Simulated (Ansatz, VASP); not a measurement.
## Al in VASP and in Ansatz

File INCAR:

```
SYSTEM = Al
ALGO = Normal
EDIFF = 1E-7
ENCUT = 520
GGA = PE
ISIF = 2
ISMEAR = -1
LASPH = .True.
LCHARG = .True.
LELF = .True.
LREAL = .False.
LVHAR = .True.
LWAVE = .False.
NBANDS = 8
NELM = 60
PREC = Accurate
SIGMA = 0.05
```

Contents of KPOINTS:

```
k-points
0
Gamma
  10 10 10
  0 0 0
```

Contents of POSCAR:

```
Al
1.0
    2.7217600000      0.0000000000      0.0000000000
    0.0000000000      2.7217600000      0.0000000000
    0.0000000000      0.0000000000      2.7217600000
Al
1
Direct
    0.0000000000      0.0000000000      0.0000000000
```

The input input.yaml:

```yaml
crystal:
  lattice:
    - [2.72176, 0.0, 0.0]
    - [0.0, 2.72176, 0.0]
    - [0.0, 0.0, 2.72176]
  atoms:
    - { symbol: Al, position: [0.0, 0.0, 0.0] }
hamiltonian:
  xc: pbe
  pseudopotentials: { kind: paw }
kpoints:
  mp_grid: { grid: [10, 10, 10] }
scf:
  occupations: { method: fermi_dirac, width: 0.05 }
output:
  forces: true
  stress: true
  eigenvalues: true
```

The cell was built by a generator and needn't be a form met in nature.

Alike in both runs: task single point; functional PBE; k mesh 10 × 10 × 10; occupations fermi-dirac, width 0.05 eV; no spin polarisation.

|  | VASP | Ansatz |
| --- | --- | --- |
| version | VASP 6.6.1 | Ansatz 0.2.0 |
| potentials or method | VASP PAW PBE potentials, release 64 (Al) | Ansatz PAW |
| plane-wave cutoff (eV) | 520 | 420 |
| valence electrons in the cell | 3 | 3 |

```csv
,VASP,Ansatz,Ansatz less VASP
gap on the k mesh at the Fermi level (eV),none,none,-
pressure (GPa),0.3,0.4,+0.02
```

A gap of «none» marks a metal or a gap that the smearing closes. The functional is the same, so the differences come from potentials, cutoffs and numerics.
